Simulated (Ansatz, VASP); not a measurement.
HfC: VASP beside Ansatz

```
CELL_PARAMETERS angstrom
0.00000 2.32500 2.32500
2.32500 0.00000 2.32500
2.32500 2.32500 0.00000
ATOMIC_POSITIONS crystal
Hf 0.50000 0.50000 0.50000
C 0.93548 0.93548 0.06452
```

Change from the starting cell: all C atoms moved -0.300 Å, as atom 2 along Cartesian [0 0 1].

Alike in both runs: task single point; functional PBEsol; k mesh 18 × 18 × 18; occupations gaussian, width 0.15 eV; no spin polarisation.

|  | VASP | Ansatz |
| --- | --- | --- |
| version | VASP 6.6.1 | Ansatz 0.2.0 |
| potentials or method | VASP PAW PBE potentials, release 64 (Hf_pv, C) | scalar-relativistic, plane waves, PAW |
| plane-wave cutoff (eV) | 520 | 420 |
| valence electrons in the cell | 14 | 30 |

```csv
,VASP,Ansatz,Ansatz less VASP
gap on the k mesh at the Fermi level (eV),none,none,-
pressure (GPa),2.0,2.3,+0.24
largest component of the traceless stress (GPa),20.10,19.62,-0.479
rms of the force components (eV/Å),1.854,1.832,-0.0215
```

Atom by atom the forces differ by 0.021 eV/Å (rms over components). A gap of «none» marks a metal or a gap that the smearing closes. With one functional, cell and mesh, what is left measures potentials, basis and numerics. The two sets of potentials don't hold the same shells in valence.

Caveats: the PAW data sets were made with another functional, which shifts forces and pressure a little (VASP). The runs have no spin-orbit coupling, so splittings on Hf are missing.
